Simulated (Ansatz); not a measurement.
The system is TaN.

```
CELL_PARAMETERS angstrom
0.00000 2.21132 2.21132
2.21132 0.00000 2.21132
2.21132 2.21132 0.00000
ATOMIC_POSITIONS crystal
Ta 0.50000 0.50000 0.50000
N 0.00000 0.00000 0.00000
```

The cell comes from a database or a generator and needn't be the stable form of this composition.

Base run:

* Program: Ansatz 0.2.0
* Functional: LDA
* Potentials or basis: Ansatz PAW
* Cutoff: 420 eV (not typed: the program's choice for these potentials)
* k mesh: 10 × 10 × 10
* Occupations: gaussian, width 0.05 eV
* Spin: no spin polarisation

Its results: band gap on the k mesh none (metal or under the smearing width); pressure -17.2 GPa.

Question: The run is repeated on the same cell with these changes: functional from LDA to RPBE; occupations from gaussian, width 0.05 eV to gaussian, width 0.02 eV. What comes out?

Answer: Band gap on the k mesh none (metal or under the smearing width); pressure 3.3 GPa.

Caveats: the PAW data sets come from PBE, with cores solved anew for the run's functional, which leaves a small shift of forces and pressure; so large a pressure means that the cell lies far from this level's equilibrium, or that cutoff or potentials fall short (some runs).
